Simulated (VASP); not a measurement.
# SrTiO3 (Tausonite) (Pm-3m) in VASP: a series of runs

One crystal, SrTiO3 (Tausonite), is run at these levels: PBE; tasks: relaxation of cell and atoms.

Everything below comes from runs of VASP 6.6.1. Logs are shortened: lines on timing, memory, paths and dates and some standing lists are left out, and cuts for length are marked.

## 1. Starting point

The structure is cubic, space group Pm-3m (No. 221). Conventional cell: a = 3.905 Å, b = 3.905 Å, c = 3.905 Å, α = 90.00°, β = 90.00°, γ = 90.00°. Sr (site symmetry m-3m) is surrounded by 12 O at 2.76 Å. Ti (site symmetry m-3m) is surrounded by 6 O at 1.95 Å. O (site symmetry 4/mmm) has 2 Ti at 1.95 Å as nearest neighbours.

## 2. Relaxation of cell and atoms, PBE

INCAR

```
ALGO     = Normal         # electronic algorithm
EDIFF    = 1E-6           # SCF threshold, eV
EDIFFG   = -0.01          # ionic threshold
ENCUT    = 600            # plane-wave cutoff, eV
GGA      = PE             # functional
IBRION   = 2              # ionic algorithm
ISIF     = 3              # what is computed and relaxed
ISMEAR   = 0              # smearing method
LASPH    = T              # aspherical terms in the spheres
LCHARG   = F              # write CHGCAR
LREAL    = F              # projectors in reciprocal space
LWAVE    = F              # write WAVECAR
NELM     = 80             # most SCF steps
NSW      = 90             # ionic steps
PREC     = Accurate       # precision mode
SIGMA    = 0.03           # smearing width, eV
```

KPOINTS

```
k-points
0
Gamma
  8 8 8
```

POSCAR

```
SrTiO3
1.0
    3.9052800000      0.0000000000      0.0000000000
    0.0000000000      3.9052800000      0.0000000000
    0.0000000000      0.0000000000      3.9052800000
Sr Ti O
1 1 3
Direct
    0.5000000000      0.5000000000      0.5000000000
    0.0000000000      0.0000000000      0.0000000000
    0.5000000000      0.0000000000      0.0000000000
    0.0000000000      0.5000000000      0.0000000000
    0.0000000000      0.0000000000      0.5000000000
```

Potentials or basis: VASP PAW PBE potentials, release 64 (Sr_sv, Ti_sv, O).

Launch:

```
$ cat potpaw_PBE.64/Sr_sv/POTCAR potpaw_PBE.64/Ti_sv/POTCAR potpaw_PBE.64/O/POTCAR > POTCAR
$ mpirun -np 1 vasp_std > vasp.out
```

OUTCAR:

```text
EDIFF = 1E-6
   EDIFFG = -0.01
   ENCUT = 600
   GGA = PE
   IBRION = 2
   ISIF = 3
   ISMEAR = 0
   LASPH = T
   LREAL = F
   NELM = 80
   NSW = 90
   PREC = Accurate

 ion  position               nearest neighbor table
   1  0.500  0.500  0.500-   3 2.76   4 2.76   5 2.76   3 2.76   4 2.76   3 2.76   5 2.76   3 2.76
                             4 2.76   5 2.76   4 2.76   5 2.76   2 3.38   2 3.38   2 3.38   2 3.38
   2  0.000  0.000  0.000-   3 1.95   4 1.95   5 1.95   5 1.95   4 1.95   3 1.95   1 3.38   1 3.38
                             1 3.38   1 3.38   1 3.38   1 3.38   1 3.38   1 3.38
   3  0.500  0.000  0.000-   2 1.95   2 1.95   1 2.76   1 2.76   1 2.76   1 2.76
   4  0.000  0.500  0.000-   2 1.95   2 1.95   1 2.76   1 2.76   1 2.76   1 2.76
   5  0.000  0.000  0.500-   2 1.95   2 1.95   1 2.76   1 2.76   1 2.76   1 2.76

  LATTYP: Found a simple cubic cell.
 ALAT       =     3.9052800000

  Lattice vectors:

 A1 = (   3.9052800000,   0.0000000000,   0.0000000000)
 A2 = (   0.0000000000,   3.9052800000,   0.0000000000)
 A3 = (   0.0000000000,   0.0000000000,   3.9052800000)

Analysis of symmetry for initial positions (statically):
=====================================================================
 Subroutine PRICEL returns:
 Original cell was already a primitive cell.

 Routine SETGRP: Setting up the symmetry group for a
 simple cubic supercell.

 Subroutine GETGRP returns: Found 48 space group operations
 (whereof 48 operations were pure point group operations)
 out of a pool of 48 trial point group operations.

The static configuration has the point symmetry O_h .

Analysis of symmetry for dynamics (positions and initial velocities):
=====================================================================
 Subroutine PRICEL returns:
 Original cell was already a primitive cell.

 Routine SETGRP: Setting up the symmetry group for a
 simple cubic supercell.

 Subroutine GETGRP returns: Found 48 space group operations
 (whereof 48 operations were pure point group operations)
 out of a pool of 48 trial point group operations.

The dynamic configuration has the point symmetry O_h .

 Subroutine INISYM returns: Found 48 space group operations
 (whereof 48 operations are pure point group operations),
 and found     1 'primitive' translations

----------------------------------------------------------------------------------------

                                     Primitive cell

  volume of cell :      59.5603

  direct lattice vectors                    reciprocal lattice vectors
     3.905280000  0.000000000  0.000000000     0.256063586  0.000000000  0.000000000
     0.000000000  3.905280000  0.000000000     0.000000000  0.256063586  0.000000000
     0.000000000  0.000000000  3.905280000     0.000000000  0.000000000  0.256063586

  length of vectors
     3.905280000  3.905280000  3.905280000     0.256063586  0.256063586  0.256063586

  position of ions in fractional coordinates (direct lattice)
     0.500000000  0.500000000  0.500000000
     0.000000000  0.000000000  0.000000000
     0.500000000  0.000000000  0.000000000
     0.000000000  0.500000000  0.000000000
     0.000000000  0.000000000  0.500000000

  ion indices of the primitive-cell ions
   primitive index   ion index
                 1           1
                 2           2
                 3           3
                 4           4
                 5           5

----------------------------------------------------------------------------------------

 KPOINTS: k-points

Automatic generation of k-mesh.
 Grid dimensions read from file:
 generate k-points for:    8    8    8

 Generating k-lattice:

  Cartesian coordinates                     Fractional coordinates (reciprocal lattice)
     0.032007948  0.000000000  0.000000000     0.125000000  0.000000000  0.000000000
     0.000000000  0.032007948  0.000000000     0.000000000  0.125000000  0.000000000
     0.000000000  0.000000000  0.032007948     0.000000000  0.000000000  0.125000000

  Length of vectors
     0.032007948  0.032007948  0.032007948

  Shift w.r.t. Gamma in fractional coordinates (k-lattice)
     0.000000000  0.000000000  0.000000000

 Subroutine IBZKPT returns following result:
 ===========================================

 Found     35 irreducible k-points:

 Following reciprocal coordinates:
            Coordinates               Weight
  0.000000  0.000000  0.000000      1.000000
  0.125000  0.000000  0.000000      6.000000
  0.250000  0.000000  0.000000      6.000000
  0.375000  0.000000  0.000000      6.000000
  0.500000  0.000000  0.000000      3.000000
  0.125000  0.125000  0.000000     12.000000
[... 16 lines left out ...]
  0.375000  0.375000  0.125000     24.000000
  0.500000  0.375000  0.125000     24.000000
 [... further k-points ...]
   k-points           NKPTS =     35   k-points in BZ     NKDIM =     35   number of bands    NBANDS=     24
   number of dos      NEDOS =    301   number of ions     NIONS =      5
   total plane-waves  NPLWV =  32768
   dimension x,y,z NGX =    32 NGY =   32 NGZ =   32
   dimension x,y,z NGXF=    64 NGYF=   64 NGZF=   64
   ions per type =               1   1   3
   NGX,Y,Z   is equivalent  to a cutoff of  13.62, 13.62, 13.62 a.u.
   NGXF,Y,Z  is equivalent  to a cutoff of  27.24, 27.24, 27.24 a.u.
 SYSTEM =  unknown system
   PREC   = accura    normal or accurate (medium, high low for compatibility)
   ISTART =      0    job   : 0-new  1-cont  2-samecut
   ICHARG =      2    charge: 1-file 2-atom 10-const
   ISPIN  =      1    spin polarized calculation?
   LNONCOLLINEAR =      F non collinear calculations
   LSORBIT =      F    spin-orbit coupling
   LASPH  =      T    aspherical Exc in radial PAW
   ENCUT  =  600.0 eV  44.10 Ry    6.64 a.u.   7.80  7.80  7.80*2*pi/ulx,y,z
   NELM   =     80;   NELMIN=  2; NELMDL= -5     # of ELM steps
   EDIFF  = 0.1E-05   stopping-criterion for ELM
   LREAL  =      F    real-space projection
   EDIFFG = -.1E-01   stopping-criterion for IOM
   NSW    =     90    number of steps for IOM
   IBRION =      2    ionic relax: 0-MD 1-quasi-New 2-CG
   NFREE  =      1    steps in history (QN), initial steepest desc. (CG)
   ISIF   =      3    stress and relaxation
   ISYM   =      2    0-nonsym 1-usesym 2-fastsym
   POTIM  = 0.5000    time-step for ionic-motion
   TEBEG  =    0.0;   TEEND  =   0.0 temperature during run
   PSTRESS=    0.0 pullay stress
   NELECT =      40.0000    total number of electrons
   NUPDOWN=      -1.0000    fix difference up-down
   EMIN   =  10.00;   EMAX   =-10.00  energy-range for DOS
   EFERMI =   0.00;   METHOD = LEGACY
   ISMEAR =     0;   SIGMA  =   0.03  broadening in eV -4-tet -1-fermi 0-gaus
   EFERMI_NEDOS =   21; number of points for ismear=-14 and -15
   IALGO  =     38    algorithm
   IMIX   =      4    mixing-type and parameters
     AMIX     =   0.40;   BMIX     =  1.00
     AMIX_MAG =   1.60;   BMIX_MAG =  1.00
  volume/ion in A,a.u.               =      11.91        80.39
  Fermi-wavevector in a.u.,A,eV,Ry     =   1.433648  2.709203 27.964703  2.055348
  Thomas-Fermi vector in A             =   2.553143
   LORBIT       =      0    0 simple, 1 ext, 2 COOP (PROOUT), +10 PAW based schemes
   GGA     = PE    functional components
   LHFCALC =     F    Hartree Fock is set to
   AEXX    =    0.0000 exact exchange contribution
   IVDW    =     0    specifies the selected vdW correction
   LEPSILON=     F    determine dielectric tensor
   LRPA    =     F    only Hartree local field effects (RPA)
 conjugate gradient relaxation of ions
 non-spin polarized calculation
 Gauss-broadening in eV      SIGMA  =   0.03
  energy-cutoff  :      600.00
  volume of cell :       59.56
 maximum number of plane-waves:      2008
 NGX is ok and might be reduce to    32
   NGX = 15   NGY = 15   NGZ = 15

--------------------------------------- Ionic step        1  -------------------------------------------

 number of electron      39.9999979 magnetization

 Free energy of the ion-electron system (eV)
  ---------------------------------------------------
  ext. energy  EPLUGINS =         0.00000000
  ---------------------------------------------------
  free energy    TOTEN  =       -40.08373149 eV

  energy without entropy =      -40.08373149  energy(sigma->0) =      -40.08373149

------------------------ aborting loop because EDIFF is reached ----------------------------------------

  FORCE on cell =-STRESS in cart. coord.  units (eV):
  Direction    XX          YY          ZZ          XY          YZ          ZX
  --------------------------------------------------------------------------------------
  -------------------------------------------------------------------------------------
  Total        1.7434942      1.7434942      1.7434942     -0.0000000      0.0000000     -0.0000000
  in kB       46.9001847     46.9001847     46.9001847     -0.0000000      0.0000000     -0.0000000
  external PRESSURE =      46.9001847 kB  Pullay stress =       0.0000000 kB
[... 63 lines left out ...]
  energy  without entropy=      -40.0894660664  energy(sigma->0) =      -40.08946607

--------------------------------------- Ionic step        3  -------------------------------------------

 number of electron      39.9999974 magnetization

 Free energy of the ion-electron system (eV)
  ---------------------------------------------------
  ext. energy  EPLUGINS =         0.00000000
  ---------------------------------------------------
  free energy    TOTEN  =       -40.10690156 eV

  energy without entropy =      -40.10690156  energy(sigma->0) =      -40.10690156

 E-fermi :   4.1502     XC(G=0): -11.1291

 val. band max:        3.9456697391   @ k =   0.5000   0.5000   0.5000
 cond. band min:       5.7522738988   @ k =   0.0000   0.0000   0.0000
 fundamental gap:      1.8066041597
 Fermi energy:         4.1502352498

 k-point     1 :       0.0000    0.0000    0.0000
  band No.  band energies     occupation
      1     -52.6285      2.00000
      2     -28.9272      2.00000
      3     -28.8580      2.00000
      4     -28.8580      2.00000
      5     -28.8580      2.00000
      6     -13.3848      2.00000
[... 637 lines left out ...]
     23       7.9468      0.00000
     24       9.4598      0.00000

 [... further k-points ...]

------------------------ aborting loop because EDIFF is reached ----------------------------------------

  FORCE on cell =-STRESS in cart. coord.  units (eV):
  Direction    XX          YY          ZZ          XY          YZ          ZX
  --------------------------------------------------------------------------------------
  -------------------------------------------------------------------------------------
  Total       -0.0063925     -0.0063925     -0.0063925      0.0000000      0.0000000     -0.0000000
  in kB       -0.1674264     -0.1674264     -0.1674264      0.0000000      0.0000000     -0.0000000
  external PRESSURE =      -0.1674264 kB  Pullay stress =       0.0000000 kB
[... 20 lines left out ...]
  FREE ENERGIE OF THE ION-ELECTRON SYSTEM (eV)
  ---------------------------------------------------
  free  energy   TOTEN  =       -40.1069015645 eV

  energy  without entropy=      -40.1069015645  energy(sigma->0) =      -40.10690156

 reached required accuracy - stopping structural energy minimisation
```

Run time: 1.9 min. Hardware: 1 thread of Intel Xeon Platinum 8175M at 2.50GHz (Skylake/Cascade Lake), shared host; peak memory 0.23 GiB.

Results:

```
Free energy                            : -40.1069 eV
Relaxed volume                         : 12.23 Å³/atom
Relaxed cell                           : a = 3.940 Å, b = 3.940 Å, c = 3.940 Å, α = 90.00°, β = 90.00°, γ = 90.00°
Space group after relaxing (to 0.05 Å) : Pm-3m (No. 221)
Energy gained by relaxing              : 4.6 meV/atom
Ionic steps                            : 3
Pressure after relaxing                : 0.0 GPa
Band gap on the k mesh                 : 1.81 eV, indirect (least direct gap 2.18 eV)
```

Step by step:
```tsv
step	energy change (eV)	largest force (eV/Å)	pressure (GPa)	volume (Å³)
1	0.0000	0.0000	4.69	59.56
2	-0.0057	0.0000	-3.75	62.62
3	-0.0232	0.0000	-0.02	61.17
```

Final structure:
```cif
data_structure
_symmetry_space_group_name_H-M 'P 1'
_symmetry_Int_Tables_number 1
_cell_length_a 3.9402
_cell_length_b 3.9402
_cell_length_c 3.9402
_cell_angle_alpha 90.000
_cell_angle_beta 90.000
_cell_angle_gamma 90.000
_cell_volume 61.17
loop_
_atom_site_label
_atom_site_type_symbol
_atom_site_fract_x
_atom_site_fract_y
_atom_site_fract_z
_atom_site_occupancy
Sr1 Sr 0.50000 0.50000 0.50000 1
Ti1 Ti 0.00000 0.00000 0.00000 1
O1 O 0.50000 0.00000 0.00000 1
O2 O 0.00000 0.50000 0.00000 1
O3 O 0.00000 0.00000 0.50000 1
```

A k mesh can miss the band edges. PBE usually gives volumes a little too large and moduli too small.

## 3. Relaxation of cell and atoms, PBE

This run uses another cell than the first one, of 12.23 Å³/atom, 1.027 times its volume.

INCAR, as its differences from that of step 2:

```diff
@@ -1,4 +1,4 @@
 ALGO     = Normal         # electronic algorithm
-EDIFF    = 1E-6           # SCF threshold, eV
-EDIFFG   = -0.01          # ionic threshold
+EDIFF    = 1E-7           # SCF threshold, eV
+EDIFFG   = -0.005         # ionic threshold
 ENCUT    = 600            # plane-wave cutoff, eV
```

KPOINTS is that of step 2.

POSCAR

```
SrTiO3                                  
1.0
    3.9402048293     -0.0000000000     -0.0000000000
   -0.0000000000      3.9402048293     -0.0000000000
    0.0000000000      0.0000000000      3.9402048293
  Sr              Ti              O             
     1     1     3
Direct
     0.5000000000000000    0.5000000000000000    0.5000000000000000
     0.0000000000000000    0.0000000000000000    0.0000000000000000
     0.5000000000000000    0.0000000000000000    0.0000000000000000
     0.0000000000000000    0.5000000000000000    0.0000000000000000
     0.0000000000000000    0.0000000000000000    0.5000000000000000
```

Potentials or basis: VASP PAW PBE potentials, release 64 (Sr_sv, Ti_sv, O).

Launch:

```
$ cat potpaw_PBE.64/Sr_sv/POTCAR potpaw_PBE.64/Ti_sv/POTCAR potpaw_PBE.64/O/POTCAR > POTCAR
$ mpirun -np 1 vasp_std > vasp.out
```

It took 56 s on 1 thread of Intel Xeon Platinum 8175M at 2.50GHz (Skylake/Cascade Lake), shared host; peak memory 0.22 GiB.

The run converged. Its results:

```yaml
Free_energy: -40.1103 eV
Pressure_after_relaxing: -0.1 GPa
Band_gap_on_the_k_mesh: 1.81 eV, indirect (least direct gap 2.18 eV)
```

Final structure:
```
CELL_PARAMETERS angstrom
3.94020 0.00000 0.00000
0.00000 3.94020 0.00000
0.00000 0.00000 3.94020
ATOMIC_POSITIONS crystal
Sr 0.50000 0.50000 0.50000
Ti 0.00000 0.00000 0.00000
O 0.50000 0.00000 0.00000
O 0.00000 0.50000 0.00000
O 0.00000 0.00000 0.50000
```

Levels at points of the mesh, in eV from the valence-band top:
```
           k point  band 17  band 18  band 19  band 20  band 21  band 22  band 23  band 24
(0.00, 0.00, 0.00)    -1.13    -0.37    -0.37    -0.37     1.81     1.81     1.81     4.12
(0.50, 0.00, 0.00)    -2.29    -1.90    -0.73    -0.73     1.96     3.64     3.64     4.13
(0.50, 0.50, 0.00)    -1.74    -1.54    -1.54    -0.09     3.65     3.65     4.09     5.05
(0.50, 0.50, 0.50)    -3.66     0.00     0.00     0.00     4.29     4.29     4.29     6.84
```

Caveat: the relaxation stopped at its first step, so nothing moved. As with any semilocal functional, this PBE gap is likely too small.
